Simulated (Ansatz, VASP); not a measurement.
# Two plane-wave programs on Rh

Contents of INCAR:

```
  PREC = Accurate
  ENCUT = 520
  EDIFF = 1E-6
  ISMEAR = 0
  SIGMA = 0.1
  LREAL = F
  LASPH = T
  NELM = 100
  ALGO = Fast
  ISIF = 2
  LWAVE = F
  LCHARG = F
  GGA = PE
  NBANDS = 38
```

Contents of KPOINTS:

```
Automatic mesh
0
Gamma
  18 18 6
```

Contents of POSCAR:

```
Rh
1.0
    2.6897527324      0.0000000000      0.0000000000
   -1.3448763662      2.3293941962      0.0000000000
    0.0000000000      0.0000000000      8.2636753503
Rh
4
Direct
    0.0000000000      0.0000000000      0.0000000000
    0.3333333300      0.6666666700      0.2500000000
    0.0000000000      0.0000000000      0.5000000000
    0.6666666700      0.3333333300      0.7500000000
```

Input for Ansatz:

```yaml
crystal:
  lattice:
    - [2.6897527324, 0.0, 0.0]
    - [-1.3448763662, 2.3293941962, 0.0]
    - [0.0, 0.0, 8.2636753503]
  atoms:
    - { symbol: Rh, position: [0.0, 0.0, 0.0] }
    - { symbol: Rh, position: [0.33333333, 0.66666667, 0.25] }
    - { symbol: Rh, position: [0.0, 0.0, 0.5] }
    - { symbol: Rh, position: [0.66666667, 0.33333333, 0.75] }
basis:
  ecutwfc: 420
kpoints:
  mp_grid: { grid: [18, 18, 6] }
hamiltonian:
  xc: pbe
scf:
  occupations: { method: gaussian, width: 0.1 }
output:
  forces: true
  stress: true
  eigenvalues: true
```

Alike in both runs: task single point; functional PBE; k mesh 18 × 18 × 6; occupations gaussian, width 0.1 eV; no spin polarisation.

|  | VASP | Ansatz |
| --- | --- | --- |
| version | VASP 6.6.1 | Ansatz 0.2.0 |
| potentials or method | VASP PAW PBE potentials, release 64 (Rh_pv) | scalar-relativistic, plane waves, PAW |
| plane-wave cutoff (eV) | 520 | 420 |
| valence electrons in the cell | 60 | 68 |

```tsv
	VASP	Ansatz	Ansatz less VASP
gap on the k mesh at the Fermi level (eV)	none	none	-
pressure (GPa)	28.1	28.0	-0.07
largest component of the traceless stress (GPa)	17.36	17.36	+0.001
```

A gap of «none» marks a metal or a gap that the smearing closes. With one functional, cell and mesh, what is left measures potentials, basis and numerics. The two sets of potentials don't hold the same shells in valence.

Caveats: so large a pressure means that the cell lies far from this level's equilibrium, or that cutoff or potentials fall short (VASP).
